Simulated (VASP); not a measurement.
# GaP (F-43m) in VASP: notebook, part 2 of 2

VASP 6.6.1. The steps go on from the part before.

### Step 5. Band structure, SCAN, spin-orbit coupling, no magnetisation

The input, INCAR:

```
SYSTEM = GaP
  PREC = Accurate
  ENCUT = 520
  EDIFF = 1E-7
  ISMEAR = -1
  SIGMA = 0.05
  LREAL = .False.
  LASPH = .True.
  NELM = 100
  ALGO = Normal
  ISIF = 2
  LWAVE = .False.
  LCHARG = .False.
  LNONCOLLINEAR = .True.
  MAGMOM = 0 0 0 0 0 0
  LORBIT = 11
  LSORBIT = .True.
  GGA_COMPAT = .False.
  METAGGA = SCAN
  LMIXTAU = .True.
```

The input, KPOINTS:

```
regular mesh
0
Gamma
  6 6 6
  0 0 0
```

The input, POSCAR:

```
GaP
1.0
    0.0000000000      2.7252500000      2.7252500000
    2.7252500000      0.0000000000      2.7252500000
    2.7252500000      2.7252500000      0.0000000000
Ga P
1 1
Direct
    0.0000000000      0.0000000000      0.0000000000
    0.7500000000      0.7500000000      0.7500000000
```

The input, KPOINTS_OPT:

```
path GXWKGLUWLK,UX
15
line-mode
reciprocal
 0.0000000000  0.0000000000  0.0000000000  G
 0.5000000000  0.0000000000  0.5000000000  X

 0.5000000000  0.0000000000  0.5000000000  X
 0.5000000000  0.2500000000  0.7500000000  W

 0.5000000000  0.2500000000  0.7500000000  W
 0.3750000000  0.3750000000  0.7500000000  K

 0.3750000000  0.3750000000  0.7500000000  K
 0.0000000000  0.0000000000  0.0000000000  G

 0.0000000000  0.0000000000  0.0000000000  G
 0.5000000000  0.5000000000  0.5000000000  L

 0.5000000000  0.5000000000  0.5000000000  L
 0.6250000000  0.2500000000  0.6250000000  U

 0.6250000000  0.2500000000  0.6250000000  U
 0.5000000000  0.2500000000  0.7500000000  W

 0.5000000000  0.2500000000  0.7500000000  W
 0.5000000000  0.5000000000  0.5000000000  L

 0.5000000000  0.5000000000  0.5000000000  L
 0.3750000000  0.3750000000  0.7500000000  K

 0.6250000000  0.2500000000  0.6250000000  U
 0.5000000000  0.0000000000  0.5000000000  X
```

Run with:

```bash
> cat potpaw_PBE.64/Ga_d/POTCAR potpaw_PBE.64/P/POTCAR > POTCAR
> mpirun -np 1 vasp_ncl > vasp.out
```

It took 21 min on 1 thread of Intel Xeon Platinum 8488C (Sapphire Rapids), shared host; peak memory 0.35 GiB.

It converged, with:

```
Free energy                                           : -27.6521 eV
Pressure                                              : 0.0 GPa
Valence electrons inside the program's atomic spheres : Ga 11.70; P 2.55
```

Caveat: the PAW data sets were made with another functional, which shifts forces and pressure a little.

### Step 6. Band structure, rSCAN

The input, INCAR:

```
  PREC = Accurate
  ENCUT = 520
  EDIFF = 1E-6
  ISMEAR = -1
  SIGMA = 0.05
  LREAL = False
  LASPH = True
  NELM = 60
  ALGO = Normal
  ISIF = 2
  LWAVE = False
  LCHARG = False
  METAGGA = RSCAN
  LMIXTAU = True
  NBANDS = 16
```

The input, KPOINTS:

```
regular mesh
0
Gamma
  8 8 8
```

POSCAR is that of step 5.

KPOINTS_OPT is that of step 5.

Potentials or basis: VASP PAW PBE potentials, release 64 (Ga_d, P).

Run with:

```bash
> cat potpaw_PBE.64/Ga_d/POTCAR potpaw_PBE.64/P/POTCAR > POTCAR
> mpirun -np 1 vasp_std > vasp.out
```

OUTCAR:

```text
PREC = Accurate
   ENCUT = 520
   EDIFF = 1E-6
   ISMEAR = -1
   LREAL = False
   LASPH = True
   NELM = 60
   ISIF = 2
   METAGGA = RSCAN

 ion  position               nearest neighbor table
   1  0.000  0.000  0.000-   2 2.36   2 2.36   2 2.36   2 2.36
   2  0.750  0.750  0.750-   1 2.36   1 2.36   1 2.36   1 2.36

  LATTYP: Found a face centered cubic cell.
 ALAT       =     5.4505000000

  Lattice vectors:

 A1 = (   0.0000000000,   2.7252500000,   2.7252500000)
 A2 = (   2.7252500000,   0.0000000000,   2.7252500000)
 A3 = (   2.7252500000,   2.7252500000,   0.0000000000)

Analysis of symmetry for initial positions (statically):
=====================================================================
 Subroutine PRICEL returns:
 Original cell was already a primitive cell.

 Routine SETGRP: Setting up the symmetry group for a
 face centered cubic supercell.

 Subroutine GETGRP returns: Found 24 space group operations
 (whereof 24 operations were pure point group operations)
 out of a pool of 48 trial point group operations.

The static configuration has the point symmetry T_d .

Analysis of symmetry for dynamics (positions and initial velocities):
[... 161 lines left out ...]

 val. band max:        4.4121295840   @ k =   0.0000   0.0000   0.0000
 cond. band min:       6.3136747564   @ k =   0.3750   0.3750   0.0000
 fundamental gap:      1.9015451724
 Fermi energy:         5.3582229977

 k-point     1 :       0.0000    0.0000    0.0000
  band No.  band energies     occupation
      1     -10.6349      2.00000
      2     -10.6337      2.00000
      3     -10.6335      2.00000
      4     -10.5226      2.00000
      5     -10.5216      2.00000
      6      -8.5929      2.00000
[... 433 lines left out ...]
      3     -10.5877      2.00000
      4     -10.5278      2.00000
      5     -10.5144      2.00000
      6      -6.0196      2.00000
[... 8 lines left out ...]
     15      17.0801      0.00000
     16      17.6548      0.00000

 [... further k-points ...]

------------------------ aborting loop because EDIFF is reached ----------------------------------------

  FORCE on cell =-STRESS in cart. coord.  units (eV):
  Direction    XX          YY          ZZ          XY          YZ          ZX
  --------------------------------------------------------------------------------------
  -------------------------------------------------------------------------------------
  Total       -0.0482392     -0.0482392     -0.0482392     -0.0000000      0.0000000      0.0000000
  in kB       -1.9092462     -1.9092462     -1.9092462     -0.0000000      0.0000000      0.0000000
  external PRESSURE =      -1.9092462 kB  Pullay stress =       0.0000000 kB

 VOLUME and BASIS-vectors are now :
 -----------------------------------------------------------------------------
  energy-cutoff  :      520.00
  volume of cell :       40.48
      direct lattice vectors                 reciprocal lattice vectors
     0.000000000  2.725250000  2.725250000    -0.183469406  0.183469406  0.183469406
     2.725250000  0.000000000  2.725250000     0.183469406 -0.183469406  0.183469406
     2.725250000  2.725250000  0.000000000     0.183469406  0.183469406 -0.183469406

 POSITION                                       TOTAL-FORCE (eV/Angst)
 -----------------------------------------------------------------------------------
      0.00000      0.00000      0.00000        -0.000000     -0.000000     -0.000000
      4.08788      4.08788      4.08788         0.000000      0.000000      0.000000
 -----------------------------------------------------------------------------------
    total drift:                               -0.000065     -0.000065     -0.000065

  FREE ENERGIE OF THE ION-ELECTRON SYSTEM (eV)
  ---------------------------------------------------
  free  energy   TOTEN  =       -31.9784449683 eV

  energy  without entropy=      -31.9784449681  energy(sigma->0) =      -31.97844497
```

stdout:

```text
POSCAR found type information on POSCAR GaP
 POSCAR found :  2 types and       2 ions
 scaLAPACK will be used
 -----------------------------------------------------------------------------
|                                                                             |
|                                                                             |
|     You enforced a specific xc type in the INCAR file but a different       |
|     I HOPE YOU KNOW WHAT YOU ARE DOING!                                     |
|                                                                             |
 -----------------------------------------------------------------------------

 LDA part: xc-table for (None), standard interpolation
 POSCAR, INCAR and KPOINTS ok, starting setup
 FFT: planning ... GRIDC
 FFT: planning ... GRID_SOFT
 FFT: planning ... GRID
 WAVECAR not read
 entering main loop
 Start KPOINTS_OPT (optional k-point list driver)
k-point batch [1-29\150]
k-point batch [30-58\150]
k-point batch [59-87\150]
k-point batch [88-116\150]
k-point batch [117-145\150]
k-point batch [146-150\150]
```

Run time: 3.3 min. Hardware: 1 thread of Intel Xeon Platinum 8488C (Sapphire Rapids), shared host; peak memory 0.17 GiB.

What came out:

```yaml
Free_energy: -31.9784 eV
Pressure: -0.2 GPa
Band_gap_on_the_k_mesh: 1.90 eV, indirect (least direct gap 2.31 eV)
Band_gap_along_the_path: 1.85 eV, indirect (least direct gap 2.31 eV)
```

Levels at the corners of the path, in eV from the valence-band top:
| point | band 6 | band 7 | band 8 | band 9 | band 10 | band 11 | band 12 | band 13 |
| --- | --- | --- | --- | --- | --- | --- | --- | --- |
| Γ | -13.01 | 0.00 | 0.00 | 0.00 | 2.31 | 4.19 | 4.19 | 4.19 |
| X | -9.92 | -6.95 | -2.79 | -2.79 | 1.91 | 2.10 | 11.32 | 11.32 |
| X | -9.92 | -6.95 | -2.79 | -2.79 | 1.91 | 2.10 | 11.32 | 11.32 |
| W | -9.83 | -6.73 | -3.70 | -3.53 | 5.04 | 5.28 | 6.57 | 6.58 |
| W | -9.83 | -6.73 | -3.70 | -3.53 | 5.04 | 5.28 | 6.57 | 6.58 |
| K | -9.96 | -6.73 | -4.06 | -2.34 | 2.47 | 5.18 | 8.78 | 8.83 |
| K | -9.96 | -6.73 | -4.06 | -2.34 | 2.47 | 5.18 | 8.78 | 8.83 |
| Γ | -13.01 | 0.00 | 0.00 | 0.00 | 2.31 | 4.19 | 4.19 | 4.19 |
| Γ | -13.01 | 0.00 | 0.00 | 0.00 | 2.31 | 4.19 | 4.19 | 4.19 |
| L | -10.85 | -6.83 | -1.16 | -1.16 | 2.02 | 5.06 | 5.06 | 8.83 |
| L | -10.85 | -6.83 | -1.16 | -1.16 | 2.02 | 5.06 | 5.06 | 8.83 |
| U | -9.96 | -6.73 | -4.06 | -2.34 | 2.47 | 5.18 | 8.78 | 8.83 |
| U | -9.96 | -6.73 | -4.06 | -2.34 | 2.47 | 5.18 | 8.78 | 8.83 |
| W | -9.83 | -6.73 | -3.70 | -3.53 | 5.04 | 5.28 | 6.57 | 6.58 |
| W | -9.83 | -6.73 | -3.70 | -3.53 | 5.04 | 5.28 | 6.57 | 6.58 |
| L | -10.85 | -6.83 | -1.16 | -1.16 | 2.02 | 5.06 | 5.06 | 8.83 |
| L | -10.85 | -6.83 | -1.16 | -1.16 | 2.02 | 5.06 | 5.06 | 8.83 |
| K | -9.96 | -6.73 | -4.06 | -2.34 | 2.47 | 5.18 | 8.78 | 8.83 |
| U | -9.96 | -6.73 | -4.06 | -2.34 | 2.47 | 5.18 | 8.78 | 8.83 |
| X | -9.92 | -6.95 | -2.79 | -2.79 | 1.91 | 2.10 | 11.32 | 11.32 |

Caveat: the PAW data sets were made with another functional, which shifts forces and pressure a little.

### Step 7. The runs side by side

| level | spin | k mesh | gap on the mesh (eV) | pressure (GPa) |
| --- | --- | --- | --- | --- |
| r2SCAN | off | 8 × 8 × 8 | 1.90 | 0.0 |
| r2SCAN | SOC, no magnetisation | 6 × 6 × 6 | - | -0.1 |
| SCAN | off | 8 × 8 × 8 | 1.87 | 0.0 |
| SCAN | SOC, no magnetisation | 6 × 6 × 6 | - | 0.0 |
| rSCAN | off | 8 × 8 × 8 | 1.90 | -0.2 |

Alike in all rows: task band structure; potentials or basis VASP PAW PBE potentials, release 64 (Ga_d, P); cell as given; cutoff (eV) 520; smearing fermi-dirac 0.05 eV.

On the cell as given the gap runs from 1.82 eV (SCAN) to 1.85 eV (r2SCAN).

Caveats: the PAW data sets were made with another functional, which shifts forces and pressure a little.

Total energies depend on the potentials used, so only differences within one code and one set of settings carry meaning.

### Step 8. Against experiment

Step 2. Measured gap of GaP: 2.34 eV (indirect; 10 K; quoted in “Stacking defects in GaP nanowires: Electronic structure and optical properties”, 2018, arxiv:1810.01194). This calculation gives 1.85 eV (-0.49 eV). Spin-orbit coupling on Ga is left out. The value is that of r2SCAN, without temperature or zero-point motion.

Step 4. Measured gap of GaP: 2.34 eV (indirect; 10 K; quoted in “Stacking defects in GaP nanowires: Electronic structure and optical properties”, 2018, arxiv:1810.01194). This calculation gives 1.82 eV (-0.52 eV). Spin-orbit coupling on Ga is left out. The value is that of SCAN, without temperature or zero-point motion.

Step 6. Against the measured gap of GaP, 2.34 eV (indirect; 10 K; quoted in “Stacking defects in GaP nanowires: Electronic structure and optical properties”, 2018, arxiv:1810.01194), the calculated 1.85 eV is off by -0.49 eV. Spin-orbit coupling on Ga is left out. The value is that of rSCAN, without temperature or zero-point motion.
